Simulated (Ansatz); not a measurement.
Crystal: Ge.

```xyz
2
Lattice="-2.5745 2.5745 1.3974 2.5745 -2.5745 1.3974 2.5745 2.5745 -1.3974" Properties=species:S:1:pos:R:3 pbc="T T T"
Ge    0.0000    0.0000    1.3974
Ge    2.5745    0.0000    0.6987
```

This isn't the form of Ge at room conditions, which is diamond.

| Property | Result |
| --- | --- |
| Program | Ansatz 0.2.0 |
| Task | relaxation of cell and atoms |
| Functional | BLYP |
| Dispersion | D4 |
| Potentials or basis | all-electron LAPW, scalar-relativistic |
| Basis error allowed | 0.001 eV/atom |
| k mesh | 11 × 11 × 11 |
| Occupations | fermi-dirac, width 0.05 eV |
| Spin | no spin polarisation |

At the start: volume 18.52 Å³/atom.

How do energy, volume and symmetry change on relaxing?

Over 6 steps the energy falls by 9.9 meV/atom and the volume is 19.45 Å³/atom (+5.0 %); space group I4_1/amd (No. 141, to 0.05 Å).

Step by step:
```csv
step,energy change (eV),largest force (eV/Å),volume (Å³)
1,0.0000,0.0000,37.05
2,-0.0191,0.0000,39.23
3,-0.0197,0.0000,38.95
4,-0.0198,0.0000,38.90
5,-0.0198,0.0000,38.91
6,-0.0198,0.0000,38.91
```

Final structure:
```
CELL_PARAMETERS angstrom
-2.61868 2.61868 1.41848
2.61868 -2.61868 1.41848
2.61868 2.61868 -1.41848
ATOMIC_POSITIONS crystal
Ge 0.50000 0.50000 0.00000
Ge 0.25000 0.75000 0.50000
```
